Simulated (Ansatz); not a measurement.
## Structures of CsSnI3: which is lowest?

Plane-wave DFT in Ansatz with scalar-relativistic PAW potentials, cutoff 420 eV, Γ-centred meshes chosen by cell and gap, Gaussian smearing with energies taken to zero width. Every cell was relaxed (cell and atoms) in a run of its own, within the symmetry of its start. Functional: PBE.

Relaxed structures (starts from databases or built by putting these elements on another compound's sites):
A. P4/mbm, 10 atoms in the computed cell, a = 8.767 Å, c = 6.360 Å; sites (symmetry × multiplicity) Cs m.mm × 2, Sn 4/m.. × 2, I 4/m.. × 2 + m.2m × 4; start: database
B. Pm-3m, 5 atoms in the computed cell, a = 6.283 Å; sites (symmetry × multiplicity) Cs m-3m × 1, Sn m-3m × 1, I 4/mm.m × 3; start: database
C. R3m, 5 atoms in the computed cell, a = 10.009 Å, c = 15.240 Å; sites (symmetry × multiplicity) Cs 3m × 3, Sn 3m × 3, I .m × 9; start: built

Problem. Rank them by energy. Could pressure change the order?

Solution.
| structure | group | E − E(lowest) (meV/atom) | V (Å³/atom) | gap on mesh (eV) |
| --- | --- | --- | --- | --- |
| A | P4/mbm | 0.0 | 48.88 | 0.62 |
| B | Pm-3m | 7.6 | 49.61 | 0.48 |
| C | R3m | 65 | 88.14 | 3.35 |

A is lowest, 8 meV/atom under B. The lowest is also the densest of these, so pressure wouldn't bring one of the others in at first order. Other structures may lie lower than all of these, and vibrations aren't counted.

Spin-orbit coupling is left out, which matters for the bands of heavy elements. An odd mesh misses points on the zone edge, so a gap read on it can be too wide.